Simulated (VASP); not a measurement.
# ZnS: single point with PBEsol

The system is ZnS.

```
Zn S
1.0
     0.00000    2.62351    2.78579
     2.62351    0.00000    2.78579
     2.62351    2.62351    0.00000
Zn S
1 1
Direct
  0.00000 0.00000 0.00000
  0.75000 0.75000 0.75000
```

The cell isn't the ideal one: strain -0.030 along x and y, +0.030 along z, atoms carried along.

```yaml
Program: VASP 6.6.1
Task: single point
Functional: PBEsol
Potentials_or_basis: VASP PAW PBE potentials, release 64 (Zn, S)
Cutoff: 520 eV
k_mesh: 10 × 10 × 10
Occupations: gaussian, width 0.05 eV
Spin: no spin polarisation
```

```yaml
Pressure: 0.3 GPa
Band_gap_on_the_k_mesh: 2.01 eV, direct
```

Stress tensor (GPa, compression positive):
```
 1.20  0.00  0.00
 0.00  1.20  0.00
 0.00  0.00 -1.62
```

Levels at points of the mesh, in eV from the valence-band top:
```
           k point  band 6  band 7  band 8  band 9  band 10  band 11  band 12  band 13
(0.00, 0.00, 0.00)   -6.02   -0.24    0.00    0.00     2.01     6.23     6.24     6.24
(0.50, 0.00, 0.00)   -5.83   -5.60   -1.17   -0.81     3.11     6.55     7.02     8.74
(0.50, 0.50, 0.00)   -5.88   -5.03   -2.20   -2.20     3.33     4.28    10.49    12.07
(0.50, 0.00, 0.50)   -5.78   -4.66   -2.59   -2.46     3.00     3.70    11.14    11.55
```

Run time: 28 s on 1 thread of Intel(R) Xeon(R) 6975P-C (Granite Rapids) (shared host), peak memory 0.19 GiB.

Caveat: the PAW data sets were made with another functional, which shifts forces and pressure a little.
